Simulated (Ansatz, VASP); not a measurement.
**Two plane-wave programs on WSe2**

The input INCAR:

```
  ALGO = Normal
  EDIFF = 1E-6
  ENCUT = 520
  GGA = PS
  ISIF = 2
  ISMEAR = 0
  LASPH = T
  LCHARG = F
  LREAL = F
  LWAVE = F
  NBANDS = 35
  NELM = 100
  PREC = Accurate
  SIGMA = 0.05
```

File KPOINTS:

```
k-points
0
Gamma
  9 9 2
```

The input POSCAR:

```
WSe2
1.0
    3.2705808386      0.0000000000      0.0000000000
   -1.6352904193      2.8324060913      0.0000000000
    0.0000000000      0.0000000000     23.9869951139
W Se
2 4
Direct
    0.6666666667      0.3333333333      0.1030200584
    0.3333333333      0.6666666667      0.8623778584
    0.3333333333      0.6666666667      0.2073407565
    0.6666666667      0.3333333333      0.9321940382
    0.3333333333      0.6666666667      0.0678059618
    0.6666666667      0.3333333333      0.7926592435
```

Input for Ansatz:

```yaml
crystal:
  lattice:
    - [3.2705808386, 0.0, 0.0]
    - [-1.6352904193, 2.8324060913, 0.0]
    - [0.0, 0.0, 23.9869951139]
  atoms:
    - { symbol: W, position: [0.6666666667, 0.3333333333, 0.1030200584] }
    - { symbol: W, position: [0.3333333333, 0.6666666667, 0.8623778584] }
    - { symbol: Se, position: [0.3333333333, 0.6666666667, 0.2073407565] }
    - { symbol: Se, position: [0.6666666667, 0.3333333333, 0.9321940382] }
    - { symbol: Se, position: [0.3333333333, 0.6666666667, 0.0678059618] }
    - { symbol: Se, position: [0.6666666667, 0.3333333333, 0.7926592435] }
basis:
  ecutwfc: 420
kpoints:
  mp_grid: { grid: [9, 9, 2] }
hamiltonian:
  xc: pbesol
  pseudopotentials: { kind: paw, azcp: { folder: soft_1 } }
scf:
  occupations: { method: gaussian, width: 0.05 }
output:
  forces: true
  stress: true
  eigenvalues: true
```

Alike in both runs: task single point; functional PBEsol; k mesh 9 × 9 × 2; occupations gaussian, width 0.05 eV; no spin polarisation.

|  | VASP | Ansatz |
| --- | --- | --- |
| version | VASP 6.6.1 | Ansatz 0.2.0 |
| potentials or method | VASP PAW PBE potentials, release 64 (W_sv, Se) | scalar-relativistic, plane waves, PAW |
| plane-wave cutoff (eV) | 520 | 420 |
| valence electrons in the cell | 52 | 92 |

```csv
,VASP,Ansatz,Ansatz less VASP
gap on the k mesh at the Fermi level (eV),none,none,-
rms of the force components (eV/Å),4.862,4.823,-0.0391
```

Atom by atom the forces differ by 0.046 eV/Å (rms over components). A gap of «none» marks a metal or a gap that the smearing closes. The two sets of potentials don't hold the same shells in valence. Ansatz warned: «pseudo_functional_mismatch».

Caveats: the PAW data sets were made with another functional, which shifts forces and pressure a little (VASP). Spin-orbit coupling is left out, which matters for the levels of W.
